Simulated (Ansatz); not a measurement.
# WS$_{2}$: zone-centre modes

Method: DFT PBEsol, scalar-relativistic, plane waves, PAW in Ansatz 0.2.0. The runs took a 420 eV cutoff, a Γ-centred 10×6×10 mesh and Gaussian smearing (0.05 eV). Spin–orbit coupling is left out, which can shift energies with elements as heavy as these. No spin polarisation.

The starting cell (relaxed at this level; this form isn't the usual structure):

```xyz
6
Lattice="-3.1476 0.0000 0.0000 0.0000 5.4518 0.0000 1.5738 -0.9086 -6.3705" Properties=species:S:1:pos:R:3 pbc="T T T"
W    -1.5738    2.7259   -0.0128
W     0.0000    0.0000   -0.0128
S    -1.5738    2.7259   -4.8168
S     0.0000    0.0000   -4.8168
S     0.0000    3.6345   -1.5797
S    -1.5738    0.9086   -1.5797
```

The cell holds layers and no dispersion correction was added, so their binding is poorly described.

Harmonic modes by finite displacements of 0.02 Å, without the LO–TO term. The cell doubles the primitive one, so its zone centre also holds the primitive cell's point q = (0, 0, 1/2).

(1) At this geometry, is the structure stable against these modes?

(2) List the wavenumbers in cm⁻¹.

Results:

(1) Yes: no mode is imaginary beyond 10 cm⁻¹, and only the three translations lie near zero.

(2) 0, 0, 0, 130, 140, 177, 296, 296, 321, 341, 346, 354, 354, 368, 369, 405, 416, 435.

Cost: 1 run of about 9.9 core-minutes, on Intel Xeon 6975P-C (Granite Rapids) (shared hosts).